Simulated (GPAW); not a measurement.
Here is a GPAW 26.7.0 calculation.

Contents of run.py:

```python
import numpy as np
from ase.dft.bandgap import bandgap
from ase.io import read, write
from ase.units import GPa
from gpaw import GPAW, PW
from gpaw.spinorbit import soc_eigenstates

atoms = read('ZnSe.xyz')

calc = GPAW(mode=PW(600),
            xc='MGGA_X_R2SCAN+MGGA_C_R2SCAN',
            kpts={'size': (7, 7, 7), 'gamma': True},
            occupations={'name': 'fermi-dirac', 'width': 0.05},
            nbands=18,
            convergence={'density': 1e-05, 'energy': 1e-05},
            maxiter=150,
            txt='gpaw.txt')
atoms.calc = calc
energy = atoms.get_potential_energy()
forces = atoms.get_forces()
stress = atoms.get_stress()
calc.write('gs.gpw')
write('result.traj', atoms)
print(f'Energy: {energy:.6f} eV')
print('Forces (eV/A):')
print(forces.round(4))
print('Stress (GPa):', (stress / GPa).round(3))
print('Fermi level:', round(calc.get_fermi_level(), 4), 'eV')
print(f'Gap: {bandgap(calc)[0]:.4f} eV, direct: {bandgap(calc, direct=True)[0]:.4f} eV')

path = atoms.cell.bandpath('GXWKGLUWLK,UX', npoints=80, eps=1e-4)
bs_calc = calc.fixed_density(kpts=path, symmetry='off', nbands=29,
                             convergence={'bands': 'CBM+6.0', 'eigenstates': 1e-6}, txt='bands.txt')
bs = bs_calc.band_structure()
bs.write('bs.json')
print(f'Gap on the path: {bandgap(bs_calc)[0]:.4f} eV')

soc = soc_eigenstates(bs_calc, theta=90, phi=45, ignore_xc_potential=True)
np.savetxt('soc_bands.dat', soc.eigenvalues(), fmt='%.4f')
mesh = soc_eigenstates('gs.gpw', theta=90, phi=45, ignore_xc_potential=True)
np.savetxt('soc_mesh.dat', mesh.eigenvalues(), fmt='%.4f')
print('Fermi level with spin-orbit coupling:', round(mesh.fermi_level, 4), 'eV')
```

File ZnSe.xyz:

```xyz
2
Lattice="0.0000000000 2.8338000000 2.8338000000 2.8338000000 0.0000000000 2.8338000000 2.8338000000 2.8338000000 0.0000000000" Properties=species:S:1:pos:R:3 pbc="T T T"
Se     4.2507000000      4.2507000000      4.2507000000
Zn     0.0000000000      0.0000000000      0.0000000000
```

Potentials or basis: GPAW PAW data sets (gpaw-data 1.2.1), pw.

The run is started by

```sh
$ OMP_NUM_THREADS=1 python run.py
```

(1) Predict the band gap along the path.

(2) Predict the pressure.

(3) Predict the band gap on the k mesh.

## Answers

(1) 1.74 eV, direct.

(2) -0.4 GPa.

(3) 1.74 eV, direct.

Caveat: spin-orbit coupling was added after a scalar SCF, so levels and gaps hold it while energy, forces, pressure and moments don't; this program's spin-orbit splittings come out too wide for heavy elements; the PAW data sets were made with another functional, which shifts forces and pressure a little.

**The experiment to reproduce.**

“Alloy Disordering Effects on the Thermal Conductivity and Energy Gap Temperature Dependence of Cd1−xZnxSe Ternary Crystals Grown by the Bridgman Method”, 2023, pmc:10253836 reports, for a bulk crystal of ZnSe at 300 K: band gap 2.695 ± 0.003 eV (an exciton energy, a little under the gap).

Against the measured gap of ZnSe, 2.695 eV (an exciton energy, a little under the gap; 300 K; “Alloy Disordering Effects on the Thermal Conductivity and Energy Gap Temperature Dependence of Cd1−xZnxSe Ternary Crystals Grown by the Bridgman Method”, 2023, pmc:10253836), the calculated 1.74 eV is off by -0.95 eV. The value is that of r2SCAN, without temperature or zero-point motion.
